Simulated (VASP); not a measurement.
# CdS (Greenockite) (P6_3mc) in VASP: settings compared

The runs below take CdS (Greenockite) through relaxation of cell and atoms, with LDA, PBEsol.

Everything below comes from runs of VASP 6.6.1. Logs are shortened: lines on timing, memory, paths and dates and some standing lists are left out, and cuts for length are marked.

## (1) Starting point

Symmetry: P6_3mc, No. 186, hexagonal system. Conventional cell: a = 4.150 Å, b = 4.150 Å, c = 6.737 Å, α = 90.00°, β = 90.00°, γ = 120.00°. Cd (site symmetry 3m) is surrounded by 4 S at 2.53 to 2.54 Å. S (site symmetry 3m) has 4 Cd at 2.53 to 2.54 Å as nearest neighbours.

## (2) Relaxation of cell and atoms, LDA

Contents of INCAR:

```
SYSTEM = CdS
  ALGO = Normal
  EDIFF = 1E-6
  EDIFFG = -0.01
  ENCUT = 600
  IBRION = 2
  ISIF = 3
  ISMEAR = 0
  LASPH = .True.
  LCHARG = .False.
  LREAL = .False.
  LWAVE = .False.
  NELM = 80
  NSW = 90
  PREC = Accurate
  SIGMA = 0.03
```

Contents of KPOINTS:

```
k-points
0
Gamma
  9 9 4
  0 0 0
```

Contents of POSCAR:

```
CdS
1.0
    4.1500000000      0.0000000000      0.0000000000
   -2.0750000000      3.5940054257      0.0000000000
    0.0000000000      0.0000000000      6.7370000000
Cd S
2 2
Direct
    0.3333333333      0.6666666667      0.0000000000
    0.6666666667      0.3333333333      0.5000000000
    0.3333333333      0.6666666667      0.3750000000
    0.6666666667      0.3333333333      0.8750000000
```

Potentials or basis: VASP PAW LDA potentials, release 64 (Cd, S).

On the command line:

```
$ cat potpaw_LDA.64/Cd/POTCAR potpaw_LDA.64/S/POTCAR > POTCAR
$ mpirun -np 1 vasp_std > vasp.out
```

OUTCAR:

```text
SYSTEM = CdS
   EDIFF = 1E-6
   EDIFFG = -0.01
   ENCUT = 600
   IBRION = 2
   ISIF = 3
   ISMEAR = 0
   LASPH = .True.
   LREAL = .False.
   NELM = 80
   NSW = 90
   PREC = Accurate

 ion  position               nearest neighbor table
   1  0.333  0.667  0.000-   3 2.53   4 2.54   4 2.54   4 2.54
   2  0.667  0.333  0.500-   4 2.53   3 2.54   3 2.54   3 2.54
   3  0.333  0.667  0.375-   1 2.53   2 2.54   2 2.54   2 2.54
   4  0.667  0.333  0.875-   2 2.53   1 2.54   1 2.54   1 2.54

  LATTYP: Found a hexagonal cell.
 ALAT       =     4.1500000000
 C/A-ratio  =     1.6233734940

  Lattice vectors:

 A1 = (   4.1500000000,   0.0000000000,   0.0000000000)
 A2 = (  -2.0750000000,   3.5940054257,   0.0000000000)
 A3 = (   0.0000000000,   0.0000000000,   6.7370000000)

Analysis of symmetry for initial positions (statically):
=====================================================================
 Subroutine PRICEL returns:
 Original cell was already a primitive cell.

 Routine SETGRP: Setting up the symmetry group for a
 hexagonal supercell.

 Subroutine GETGRP returns: Found 12 space group operations
 (whereof  6 operations were pure point group operations)
 out of a pool of 24 trial point group operations.

The static configuration has the point symmetry C_3v.
 The point group associated with its full space group is C_6v.

Analysis of symmetry for dynamics (positions and initial velocities):
=====================================================================
 Subroutine PRICEL returns:
 Original cell was already a primitive cell.

 Routine SETGRP: Setting up the symmetry group for a
 hexagonal supercell.

 Subroutine GETGRP returns: Found 12 space group operations
 (whereof  6 operations were pure point group operations)
 out of a pool of 24 trial point group operations.

The dynamic configuration has the point symmetry C_3v.
 The point group associated with its full space group is C_6v.

 Subroutine INISYM returns: Found 12 space group operations
 (whereof  6 operations are pure point group operations),
 and found     1 'primitive' translations

----------------------------------------------------------------------------------------

                                     Primitive cell

  volume of cell :     100.4832

  direct lattice vectors                    reciprocal lattice vectors
     4.150000000  0.000000000  0.000000000     0.240963855  0.139120547  0.000000000
    -2.075000000  3.594005426  0.000000000     0.000000000  0.278241094  0.000000000
     0.000000000  0.000000000  6.737000000     0.000000000  0.000000000  0.148434021

  length of vectors
     4.150000000  4.150000000  6.737000000     0.278241094  0.278241094  0.148434021

  position of ions in fractional coordinates (direct lattice)
     0.333333333  0.666666667  0.000000000
     0.666666667  0.333333333  0.500000000
     0.333333333  0.666666667  0.375000000
     0.666666667  0.333333333  0.875000000

  ion indices of the primitive-cell ions
   primitive index   ion index
                 1           1
                 2           2
                 3           3
                 4           4

----------------------------------------------------------------------------------------

 KPOINTS: k-points

Automatic generation of k-mesh.
 Grid dimensions read from file:
 generate k-points for:    9    9    4

 Generating k-lattice:

  Cartesian coordinates                     Fractional coordinates (reciprocal lattice)
     0.026773762  0.015457839  0.000000000     0.111111111  0.000000000  0.000000000
     0.000000000  0.030915677  0.000000000     0.000000000  0.111111111  0.000000000
     0.000000000  0.000000000  0.037108505     0.000000000  0.000000000  0.250000000

  Length of vectors
     0.030915677  0.030915677  0.037108505

  Shift w.r.t. Gamma in fractional coordinates (k-lattice)
     0.000000000  0.000000000  0.000000000

 Subroutine IBZKPT returns following result:
 ===========================================

 Found     36 irreducible k-points:

 Following reciprocal coordinates:
            Coordinates               Weight
  0.000000  0.000000  0.000000      1.000000
  0.111111 -0.000000  0.000000      6.000000
  0.222222 -0.000000  0.000000      6.000000
  0.333333 -0.000000  0.000000      6.000000
  0.444444 -0.000000  0.000000      6.000000
  0.111111  0.111111  0.000000      6.000000
[... 16 lines left out ...]
  0.333333  0.222222  0.250000     24.000000
  0.333333  0.333333  0.250000      4.000000
 [... further k-points ...]
   k-points           NKPTS =     36   k-points in BZ     NKDIM =     36   number of bands    NBANDS=     22
   number of dos      NEDOS =    301   number of ions     NIONS =      4
   total plane-waves  NPLWV =  69984
   dimension x,y,z NGX =    36 NGY =   36 NGZ =   54
   dimension x,y,z NGXF=    72 NGYF=   72 NGZF=  108
   ions per type =               2   2
   NGX,Y,Z   is equivalent  to a cutoff of  14.42, 14.42, 13.33 a.u.
   NGXF,Y,Z  is equivalent  to a cutoff of  28.84, 28.84, 26.65 a.u.
 SYSTEM =  CdS
   PREC   = accura    normal or accurate (medium, high low for compatibility)
   ISTART =      0    job   : 0-new  1-cont  2-samecut
   ICHARG =      2    charge: 1-file 2-atom 10-const
   ISPIN  =      1    spin polarized calculation?
   LNONCOLLINEAR =      F non collinear calculations
   LSORBIT =      F    spin-orbit coupling
   LASPH  =      T    aspherical Exc in radial PAW
   ENCUT  =  600.0 eV  44.10 Ry    6.64 a.u.   8.29  8.29 13.46*2*pi/ulx,y,z
   NELM   =     80;   NELMIN=  2; NELMDL= -5     # of ELM steps
   EDIFF  = 0.1E-05   stopping-criterion for ELM
   LREAL  =      F    real-space projection
   EDIFFG = -.1E-01   stopping-criterion for IOM
   NSW    =     90    number of steps for IOM
   IBRION =      2    ionic relax: 0-MD 1-quasi-New 2-CG
   NFREE  =      1    steps in history (QN), initial steepest desc. (CG)
   ISIF   =      3    stress and relaxation
   ISYM   =      2    0-nonsym 1-usesym 2-fastsym
   POTIM  = 0.5000    time-step for ionic-motion
   TEBEG  =    0.0;   TEEND  =   0.0 temperature during run
   PSTRESS=    0.0 pullay stress
   NELECT =      36.0000    total number of electrons
   NUPDOWN=      -1.0000    fix difference up-down
   EMIN   =  10.00;   EMAX   =-10.00  energy-range for DOS
   EFERMI =   0.00;   METHOD = LEGACY
   ISMEAR =     0;   SIGMA  =   0.03  broadening in eV -4-tet -1-fermi 0-gaus
   EFERMI_NEDOS =   21; number of points for ismear=-14 and -15
   IALGO  =     38    algorithm
   IMIX   =      4    mixing-type and parameters
     AMIX     =   0.40;   BMIX     =  1.00
     AMIX_MAG =   1.60;   BMIX_MAG =  1.00
  volume/ion in A,a.u.               =      25.12       169.52
  Fermi-wavevector in a.u.,A,eV,Ry     =   1.162727  2.197236 18.394190  1.351935
  Thomas-Fermi vector in A             =   2.299285
   LORBIT       =      0    0 simple, 1 ext, 2 COOP (PROOUT), +10 PAW based schemes
   GGA     = CA    functional components
   LHFCALC =     F    Hartree Fock is set to
   AEXX    =    0.0000 exact exchange contribution
   IVDW    =     0    specifies the selected vdW correction
   LEPSILON=     F    determine dielectric tensor
   LRPA    =     F    only Hartree local field effects (RPA)
 conjugate gradient relaxation of ions
 non-spin polarized calculation
 Gauss-broadening in eV      SIGMA  =   0.03
  energy-cutoff  :      600.00
  volume of cell :      100.48
 maximum number of plane-waves:      3378
 NGX is ok and might be reduce to    36
   NGX = 17   NGY = 17   NGZ = 27

--------------------------------------- Ionic step        1  -------------------------------------------

 number of electron      36.0000008 magnetization

 Free energy of the ion-electron system (eV)
  ---------------------------------------------------
  ext. energy  EPLUGINS =         0.00000000
  ---------------------------------------------------
  free energy    TOTEN  =       -14.78099911 eV

  energy without entropy =      -14.78099911  energy(sigma->0) =      -14.78099911

------------------------ aborting loop because EDIFF is reached ----------------------------------------

  FORCE on cell =-STRESS in cart. coord.  units (eV):
  Direction    XX          YY          ZZ          XY          YZ          ZX
  --------------------------------------------------------------------------------------
  -------------------------------------------------------------------------------------
  Total       -1.8193191     -1.8193191     -1.4378977      0.0000000      0.0000000      0.0000000
  in kB      -29.0085543    -29.0085543    -22.9268929      0.0000000      0.0000000      0.0000000
  external PRESSURE =     -26.9813339 kB  Pullay stress =       0.0000000 kB

 VOLUME and BASIS-vectors are now :
 -----------------------------------------------------------------------------
  energy-cutoff  :      600.00
  volume of cell :      100.48
      direct lattice vectors                 reciprocal lattice vectors
     4.150000000  0.000000000  0.000000000     0.240963855  0.139120547  0.000000000
    -2.075000000  3.594005426  0.000000000     0.000000000  0.278241094  0.000000000
     0.000000000  0.000000000  6.737000000     0.000000000  0.000000000  0.148434021
[... 153 lines left out ...]
 POSITION                                       TOTAL-FORCE (eV/Angst)
 -----------------------------------------------------------------------------------
     -0.00000      2.35770      6.65649         0.000000      0.000000      0.000634
      2.04183      1.17885      3.32673         0.000000      0.000000      0.000634
     -0.00000      2.35770      2.50035        -0.000000      0.000000     -0.000634
      2.04183      1.17885      5.83011        -0.000000      0.000000     -0.000634
 -----------------------------------------------------------------------------------
    total drift:                               -0.000000      0.000000      0.000195

  FREE ENERGIE OF THE ION-ELECTRON SYSTEM (eV)
  ---------------------------------------------------
  free  energy   TOTEN  =       -14.8203951360 eV

  energy  without entropy=      -14.8203951360  energy(sigma->0) =      -14.82039514

--------------------------------------- Ionic step        6  -------------------------------------------

 number of electron      35.9999997 magnetization

 Free energy of the ion-electron system (eV)
  ---------------------------------------------------
  ext. energy  EPLUGINS =         0.00000000
  ---------------------------------------------------
  free energy    TOTEN  =       -14.82040162 eV

  energy without entropy =      -14.82040162  energy(sigma->0) =      -14.82040162

 E-fermi :   1.5630     XC(G=0):  -9.7249

 val. band max:        1.4104752630   @ k =   0.0000   0.0000   0.0000
 cond. band min:       2.4481203857   @ k =   0.0000   0.0000   0.0000
 fundamental gap:      1.0376451227
 Fermi energy:         1.5629516191

 k-point     1 :       0.0000    0.0000    0.0000
  band No.  band energies     occupation
      1     -11.1539      2.00000
      2     -10.6735      2.00000
      3      -6.4783      2.00000
      4      -6.4664      2.00000
      5      -6.4664      2.00000
      6      -6.3741      2.00000
[... 14 lines left out ...]
     21       7.7013      0.00000
     22       7.7013      0.00000
[... 552 lines left out ...]
  band No.  band energies     occupation
      1     -10.5669      2.00000
      2     -10.5669      2.00000
      3      -6.3601      2.00000
      4      -6.2374      2.00000
      5      -6.2374      2.00000
      6      -6.1542      2.00000
[... 14 lines left out ...]
     21       6.2078      0.00000
     22       8.0663      0.00000

 [... further k-points ...]

------------------------ aborting loop because EDIFF is reached ----------------------------------------

  FORCE on cell =-STRESS in cart. coord.  units (eV):
  Direction    XX          YY          ZZ          XY          YZ          ZX
  --------------------------------------------------------------------------------------
  -------------------------------------------------------------------------------------
  Total       -0.0050196     -0.0050196     -0.0010539      0.0000000      0.0000000      0.0000000
  in kB       -0.0836543     -0.0836543     -0.0175646      0.0000000      0.0000000      0.0000000
  external PRESSURE =      -0.0616244 kB  Pullay stress =       0.0000000 kB

 VOLUME and BASIS-vectors are now :
 -----------------------------------------------------------------------------
  energy-cutoff  :      600.00
  volume of cell :       96.14
      direct lattice vectors                 reciprocal lattice vectors
     4.083451741 -0.000000000 -0.000000000     0.244890858  0.141387803 -0.000000000
    -2.041725870  3.536372943 -0.000000000     0.000000000  0.282775605 -0.000000000
     0.000000000  0.000000000  6.657369220     0.000000000  0.000000000  0.150209485

 POSITION                                       TOTAL-FORCE (eV/Angst)
 -----------------------------------------------------------------------------------
     -0.00000      2.35758      6.65454        -0.000000      0.000000     -0.003910
      2.04173      1.17879      3.32585        -0.000000     -0.000000     -0.003910
     -0.00000      2.35758      2.49934         0.000000      0.000000      0.003910
      2.04173      1.17879      5.82803         0.000000     -0.000000      0.003910
 -----------------------------------------------------------------------------------
    total drift:                               -0.000000      0.000000     -0.000299

  FREE ENERGIE OF THE ION-ELECTRON SYSTEM (eV)
  ---------------------------------------------------
  free  energy   TOTEN  =       -14.8204016238 eV

  energy  without entropy=      -14.8204016238  energy(sigma->0) =      -14.82040162

 reached required accuracy - stopping structural energy minimisation
```

Wall time 3.3 min (1 thread of Intel Xeon 6975P-C (Granite Rapids), shared host); peak memory 0.26 GiB.

What came out:

```
Free energy                            : -14.8204 eV
Relaxed volume                         : 24.03 Å³/atom
Relaxed cell                           : a = 4.083 Å, b = 4.083 Å, c = 6.657 Å, α = 90.00°, β = 90.00°, γ = 120.00°
Space group after relaxing (to 0.05 Å) : P6_3mc (No. 186)
Energy gained by relaxing              : 9.9 meV/atom
Ionic steps                            : 6
Pressure after relaxing                : 0.0 GPa
Largest force after relaxing           : 0.004 eV/Å
Band gap on the k mesh                 : 1.04 eV, direct
```

Forces on the atoms (eV/Å):
```
Cd   0.000  0.000 -0.004
Cd   0.000  0.000 -0.004
S    0.000  0.000  0.004
S    0.000  0.000  0.004
```

Step by step:
| step | energy change (eV) | largest force (eV/Å) | pressure (GPa) | volume (Å³) |
| --- | --- | --- | --- | --- |
| 1 | 0.0000 | 0.0637 | -2.70 | 100.48 |
| 2 | -0.0331 | 0.0043 | 1.24 | 94.45 |
| 3 | -0.0393 | 0.0187 | 0.01 | 96.10 |
| 4 | -0.0393 | 0.0175 | 0.08 | 96.01 |
| 5 | -0.0394 | 0.0006 | -0.06 | 96.18 |
| 6 | -0.0394 | 0.0039 | -0.01 | 96.14 |

Final structure:
```yaml
crystal:
  lattice:
    - [4.08345, 0.00000, 0.00000]
    - [-2.04173, 3.53637, 0.00000]
    - [0.00000, 0.00000, 6.65737]
  atoms:
    - { symbol: Cd, position: [0.33333, 0.66667, 0.99957] }
    - { symbol: Cd, position: [0.66667, 0.33333, 0.49957] }
    - { symbol: S, position: [0.33333, 0.66667, 0.37543] }
    - { symbol: S, position: [0.66667, 0.33333, 0.87543] }
```

A hybrid or GW would open this gap; LDA tends to underestimate it. LDA usually gives volumes a few per cent too small.

[end of part 1 of 4]
